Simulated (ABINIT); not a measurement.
# MoSe2 (P6_3/mmc) in ABINIT: settings compared

One crystal, MoSe2, is run at these levels: LDA, PBEsol; tasks: band structure.

All numbers are computed with ABINIT 10.8.3 (patched build); they aren't measurements. Logs are shortened: lines on timing, memory, paths and dates and some standing lists are left out, and cuts for length are marked. The log counts tension as positive stress, the text compression.

## 1. Starting point

The structure is hexagonal, space group P6_3/mmc (No. 194). Conventional cell: a = 3.288 Å, b = 3.288 Å, c = 12.900 Å, α = 90.00°, β = 90.00°, γ = 120.00°. Mo (site symmetry -6m2) has 6 Se at 2.49 Å as nearest neighbours. Se (site symmetry 3m) has 3 Mo at 2.49 Å as nearest neighbours.

## 2. Band structure, LDA

run.abi reads:

```
# Datasets: ground state, then fixed potential
ndtset 2

# Pseudopotentials
pp_dirpath "./"
pseudos "Mo.LDA_PW-JTH.xml, Se.LDA_PW-JTH.xml"

# Structure
acell 3.288 3.288 12.9 Angstrom
rprim
     1.0000000000     0.0000000000     0.0000000000
    -0.5000000000     0.8660254038     0.0000000000
     0.0000000000     0.0000000000     1.0000000000
ntypat 2
znucl 42 34
natom 6
typat 1 1 2 2 2 2
xred
     0.6666666667     0.3333333333     0.7500000000
     0.3333333333     0.6666666667     0.2500000000
     0.6666666667     0.3333333333     0.3750000000
     0.3333333333     0.6666666667     0.8750000000
     0.6666666667     0.3333333333     0.1250000000
     0.3333333333     0.6666666667     0.6250000000

# Plane-wave basis
ecut 15.0
pawecutdg 30.0

# Exchange and correlation
ixc 7

# Bands and occupations
occopt 3
tsmear 0.05 eV

# SCF cycle
nstep 100

# Output
iomode 3
prtwf 0
prteig 0
prtebands 0
enunit 1
prtden1 1

# Dataset 1
kptopt1 1
ngkpt1 9 9 2
nshiftk1 1
shiftk1 0.0 0.0 0.0
nband1 32
tolvrs1 1.0e-9

# Dataset 2: bands along G-M-K-G-A-L-H-A
iscf2 -2
getden2 1
nband2 38
nbdbuf2 4
tolwfr2 1.0e-11
kptopt2 -7
ndivsm2 8
prteig2 1
prtvol2 -3
kptbounds2
     0.0000000000     0.0000000000     0.0000000000
     0.5000000000     0.0000000000     0.0000000000
     0.3333333333     0.3333333333     0.0000000000
     0.0000000000     0.0000000000     0.0000000000
     0.0000000000     0.0000000000     0.5000000000
     0.5000000000     0.0000000000     0.5000000000
     0.3333333333     0.3333333333     0.5000000000
     0.0000000000     0.0000000000     0.5000000000
```

Potentials or basis: JTH PAW LDA v2.0.

The run is started by

```sh
abinit run.abi > log 2>&1
```

run.abo:

```text
.Version 10.8.3 of ABINIT
 DATASET    1 : space group P6_3/m m c (#194); Bravais hP (primitive hexag.)
================================================================================
 Values of the parameters that define the memory need for DATASET  1.
     intxc =       0    ionmov =       0      iscf =      17    lmnmax =      18
     lnmax =       6     mgfft =      90  mpssoang =       3    mqgrid =    6011
     natom =       6  nloc_mem =       2    nspden =       1   nspinor =       1
    nsppol =       1      nsym =      24    n1xccc =       1    ntypat =       2
    occopt =       3   xclevel =       1
       mpw =        2296          nfft =       51840          nkpt =          24
 PAW method is used; the additional fine FFT grid is defined by:
   mgfftf=       125    nfftf =    128000
================================================================================
================================================================================

 DATASET    2 : space group P6_3/m m c (#194); Bravais hP (primitive hexag.)
================================================================================
 Values of the parameters that define the memory need for DATASET  2.
     intxc =       0    ionmov =       0      iscf =      -2    lmnmax =      18
     lnmax =       6     mgfft =      90  mpssoang =       3    mqgrid =    6011
     natom =       6  nloc_mem =       2    nspden =       1   nspinor =       1
    nsppol =       1      nsym =      24    n1xccc =       1    ntypat =       2
    occopt =       3   xclevel =       1
       mpw =        2322          nfft =       51840          nkpt =         207
 PAW method is used; the additional fine FFT grid is defined by:
   mgfftf=       125    nfftf =    128000
================================================================================
================================================================================

--------------------------------------------------------------------------------
------------- Echo of variables that govern the present computation ------------
--------------------------------------------------------------------------------
 -outvars: echo values of preprocessed input variables --------
            acell      6.2134195020E+00  6.2134195020E+00  2.4377467024E+01 Bohr
              amu      9.59400000E+01  7.89600000E+01
             ecut      1.50000000E+01 Hartree
           enunit           1
           getden1          0
           getden2          1
             iscf1         17
             iscf2         -2
              ixc           7
[... 3086 lines left out ...]
 length scales=  6.213419501985  6.213419501985 24.377467024210 bohr
              =  3.288000000000  3.288000000000 12.900000000000 angstroms
 Eigenvalues (   eV  ) for nkpt= 207  k points:
 kpt#   1, nband= 38, wtk=  1.00000, kpt=  0.0000  0.0000  0.0000 (reduced coord)
 -56.74891  -56.74890  -30.97836  -30.97831  -30.79454  -30.79454  -30.79454  -30.79454
 -10.70910  -10.47495   -9.60164   -9.22831   -2.27134   -1.23724    1.04988    1.47677
   1.47677    1.48884    1.48884    2.54482    2.54482    2.58407    2.58407    3.31294
   3.54718    4.43166    6.81810    6.81810    6.86583    6.86583    7.09541    7.09541
   7.27281    7.27281    9.45228    9.90519   12.21534   12.43050
 kpt#   2, nband= 38, wtk=  1.00000, kpt=  0.0139  0.0000  0.0000 (reduced coord)
 -56.74886  -56.74886  -30.97824  -30.97820  -30.79509  -30.79509  -30.79467  -30.79467
 -10.70633  -10.47222   -9.60014   -9.22708   -2.26800   -1.23395    1.04494    1.46946
   1.47951    1.48179    1.49175    2.53073    2.53996    2.57938    2.58637    3.31348
   3.55574    4.42683    6.80970    6.82223    6.85636    6.87145    7.08763    7.09031
   7.25527    7.26868    9.47232    9.92100   12.23783   12.52761
 kpt#   3, nband= 38, wtk=  1.00000, kpt=  0.0278  0.0000  0.0000 (reduced coord)
 -56.74872  -56.74871  -30.97790  -30.97786  -30.79673  -30.79673  -30.79504  -30.79504
 -10.69803  -10.46406   -9.59562   -9.22339   -2.25800   -1.22412    1.03030    1.44768
   1.46076    1.48774    1.50044    2.49023    2.52550    2.56539    2.59298    3.31505
   3.57939    4.41230    6.78547    6.82864    6.83462    6.88808    7.06472    7.07517
[... 1211 lines left out ...]
   4.22336    4.22355    6.80086    6.80092    6.85122    6.85130    7.14506    7.14513
   7.17531    7.17540    9.77900    9.77902   12.43474   12.43590
 kpt# 206, nband= 38, wtk=  1.00000, kpt=  0.0079  0.0079  0.5000 (reduced coord)
 -56.74886  -56.74886  -30.97823  -30.97823  -30.79508  -30.79508  -30.79467  -30.79467
 -10.60600  -10.60588   -9.39882   -9.39870   -1.83955   -1.83944    1.47566    1.47566
   1.48548    1.48548    2.00545    2.00556    2.55977    2.55977    2.57315    2.57315
   4.23062    4.23081    6.82544    6.82551    6.83823    6.83830    7.17977    7.17984
   7.18762    7.18770    9.72893    9.72895   12.38470   12.38677
 kpt# 207, nband= 38, wtk=  1.00000, kpt=  0.0000  0.0000  0.5000 (reduced coord)
 -56.74891  -56.74891  -30.97834  -30.97834  -30.79455  -30.79455  -30.79455  -30.79455
 -10.60869  -10.60856   -9.40017   -9.40006   -1.84265   -1.84254    1.48271    1.48271
   1.48271    1.48271    2.01787    2.01798    2.56446    2.56446    2.56446    2.56446
   4.23298    4.23317    6.83384    6.83384    6.83391    6.83391    7.19175    7.19175
   7.19183    7.19183    9.71191    9.71193   12.36649   12.37501

== END DATASET(S) ==============================================================
================================================================================

 -outvars: echo values of variables after computation  --------
            acell      6.2134195020E+00  6.2134195020E+00  2.4377467024E+01 Bohr
           etotal1    -1.7696418917E+02
            fcart1     1.4445321251E-29 -1.9182023259E-28  7.4125979496E-22
                      -1.5889853376E-28  1.0842013146E-28 -7.4125979496E-22
                      -7.2226606254E-29 -4.1700050562E-29  1.1938989376E-02
                       2.7446110376E-28  2.5854031349E-28  1.1938989376E-02
                      -1.5889853376E-28 -1.9182023259E-28 -1.1938989376E-02
                       1.0111724876E-28  5.8380070787E-29 -1.1938989376E-02
            rprim      1.0000000000E+00  0.0000000000E+00  0.0000000000E+00
                      -5.0000000000E-01  8.6602540380E-01  0.0000000000E+00
                       0.0000000000E+00  0.0000000000E+00  1.0000000000E+00
           strten1     3.0016837663E-05  3.0016837164E-05 -1.4479819024E-04
                       0.0000000000E+00  0.0000000000E+00  0.0000000000E+00
           xangst      1.6440000000E+00  9.4916384256E-01  9.6750000000E+00
                      -1.1254569984E-16  1.8983276851E+00  3.2250000000E+00
                       1.6440000000E+00  9.4916384256E-01  4.8375000000E+00
                      -1.1254569984E-16  1.8983276851E+00  1.1287500000E+01
                       1.6440000000E+00  9.4916384256E-01  1.6125000000E+00
                      -1.1254569984E-16  1.8983276851E+00  8.0625000000E+00
             xred      6.6666666667E-01  3.3333333333E-01  7.5000000000E-01
                       3.3333333333E-01  6.6666666667E-01  2.5000000000E-01
                       6.6666666667E-01  3.3333333333E-01  3.7500000000E-01
                       3.3333333333E-01  6.6666666667E-01  8.7500000000E-01
                       6.6666666667E-01  3.3333333333E-01  1.2500000000E-01
                       3.3333333333E-01  6.6666666667E-01  6.2500000000E-01
 Calculation completed.
```

It took 8.6 min on 1 thread of Intel Xeon Platinum 8375C at 2.90GHz (Ice Lake), shared host; peak memory 0.4 GiB.

Results:

```
Free energy                                           : -4815.4409 eV
Pressure                                              : 0.8 GPa
Largest force                                         : 0.614 eV/Å
Band gap on the k mesh                                : 0.87 eV, indirect (least direct gap 1.38 eV)
Band gap along the path                               : 0.79 eV, indirect (least direct gap 1.38 eV)
Valence electrons inside the program's atomic spheres : Mo 11.32; Se 4.04, 4.03
```

Forces in eV/Å, atoms in the order of the input:
```
Mo   0.000  0.000  0.000
Mo   0.000  0.000  0.000
Se   0.000  0.000  0.614
Se   0.000  0.000  0.614
Se   0.000  0.000 -0.614
Se   0.000  0.000 -0.614
```

Levels at the corners of the path, in eV from the valence-band top:
```
point  band 23  band 24  band 25  band 26  band 27  band 28  band 29  band 30
    Γ    -1.85    -1.12    -0.88     0.00     2.39     2.39     2.43     2.43
    M    -1.42    -1.34    -1.23    -1.22     1.35     1.40     1.70     1.97
    K    -2.47    -2.47    -0.69    -0.51     0.87     0.87     1.67     2.64
    Γ    -1.85    -1.12    -0.88     0.00     2.39     2.39     2.43     2.43
    A    -1.87    -1.87    -0.20    -0.20     2.40     2.40     2.40     2.40
    L    -1.32    -1.32    -1.27    -1.27     1.38     1.38     1.85     1.85
    H    -2.61    -2.61    -0.61    -0.61     0.87     0.87     2.14     2.14
    A    -1.87    -1.87    -0.20    -0.20     2.40     2.40     2.40     2.40
```

Caveat: the mesh misses the band edges, which the band path finds closer together; the cell's inner coordinates are idealised or old, which leaves forces on the atoms. LDA gaps usually lie below the measured ones, often by a third to a half.

## 3. Band structure, PBEsol

run.abi, as its differences from that of step 2:

```diff
@@ -5,3 +5,3 @@
 pp_dirpath "./"
-pseudos "Mo.LDA_PW-JTH.xml, Se.LDA_PW-JTH.xml"
+pseudos "Mo.GGA_PBE-JTH.xml, Se.GGA_PBE-JTH.xml"
 
@@ -28,5 +28,6 @@
 pawecutdg 30.0
+pawxcdev 0
 
 # Exchange and correlation
-ixc 7
+ixc -116133
```

Potentials or basis: JTH PAW PBE v2.0.

The run is started by

```sh
abinit run.abi > log 2>&1
```

It took 9 min on 1 thread of Intel Xeon Platinum 8375C at 2.90GHz (Ice Lake), shared host; peak memory 0.41 GiB.

It converged, with:

* Free energy: -4793.6882 eV
* Pressure: 3.6 GPa
* Largest force: 0.852 eV/Å
* Band gap on the k mesh: 0.88 eV, indirect (least direct gap 1.38 eV)
* Band gap along the path: 0.81 eV, indirect (least direct gap 1.38 eV)
* Valence electrons inside the program's atomic spheres: Mo 11.31; Se 4.03, 4.02

Forces in eV/Å, atoms in the order of the input:
```
Mo   0.000  0.000  0.000
Mo   0.000  0.000  0.000
Se   0.000  0.000  0.852
Se   0.000  0.000  0.852
Se   0.000  0.000 -0.852
Se   0.000  0.000 -0.852
```

Stress tensor (GPa, compression positive):
```
1.69 0.00 0.00
0.00 1.69 0.00
0.00 0.00 7.42
```

Levels at the corners of the path, in eV from the valence-band top:
```tsv
point	band 22	band 23	band 24	band 25	band 26	band 27	band 28	band 29	band 30	band 31
Γ	-1.84	-1.84	-1.12	-0.89	0.00	2.40	2.40	2.45	2.45	2.69
M	-2.25	-1.41	-1.36	-1.24	-1.21	1.37	1.42	1.72	1.99	2.70
K	-3.70	-2.47	-2.47	-0.68	-0.50	0.88	0.88	1.69	2.67	2.67
Γ	-1.84	-1.84	-1.12	-0.89	0.00	2.40	2.40	2.45	2.45	2.69
A	-1.86	-1.86	-1.86	-0.20	-0.20	2.42	2.42	2.42	2.42	2.79
L	-2.39	-1.31	-1.31	-1.29	-1.29	1.39	1.39	1.87	1.87	3.13
H	-3.37	-2.61	-2.61	-0.60	-0.60	0.88	0.88	2.16	2.16	2.72
A	-1.86	-1.86	-1.86	-0.20	-0.20	2.42	2.42	2.42	2.42	2.79
```

Caveat: the PAW data sets were made with another functional, which shifts forces and pressure a little; the cell's inner coordinates are idealised or old, which leaves forces on the atoms; this functional lacks dispersion, which binds the layers, so the pressure and a relaxed spacing across them are unreliable.
